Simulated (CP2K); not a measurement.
## AlRu under changes of volume

One of the cells (13.387 Å³/atom); the others are scaled copies at fixed shape and fractional positions:

```
Ru Al
1.0
     2.99160    0.00000    0.00000
     0.00000    2.99160    0.00000
     0.00000    0.00000    2.99160
Ru Al
1 1
Direct
  0.50000 0.50000 0.50000
  0.00000 0.00000 0.00000
```

```yaml
Program: CP2K 2026.2
Functional: PBE
Potentials_or_basis: POTENTIAL_UZH Ru GTH-PBE-q16, Al GTH-PBE-q3; TZVP-MOLOPT-PBE-GTH basis
Density_cutoff: 6123 eV
k_mesh: 9 × 9 × 9
Occupations: fermi-dirac, width 0.05 eV
Spin: no spin polarisation
```

| volume (Å³/atom) | energy over the lowest point (meV/atom) | pressure (GPa) |
| --- | --- | --- |
| 12.584 | 57.25 | 19.0 |
| 12.851 | 30.39 | 13.4 |
| 13.119 | 12.48 | 8.3 |
| 13.387 | ? | ? |
| 13.655 | 0.00 | -0.4 |
| 13.922 | 3.88 | -4.1 |
| 14.190 | 13.60 | -7.4 |

What does the run at 13.387 Å³/atom give?

Energy over the lowest point 2.63 meV/atom; pressure 3.7 GPa.

Worked out: A Birch-Murnaghan fit of order 3 (a polynomial in V^(-2/3)) to the other rows has its minimum at 13.62 Å³/atom with B0 = V·E''(V) = 200 GPa and B' = 4.5. It gives 2.61 meV/atom at 13.387 Å³/atom, against the run's 2.63, and -dE/dV = 3.6 GPa, against 3.7.

Energies are extrapolated to zero smearing.

Caveats: the basis of atomic orbitals isn't converged, which shifts pressures, moduli and gaps.
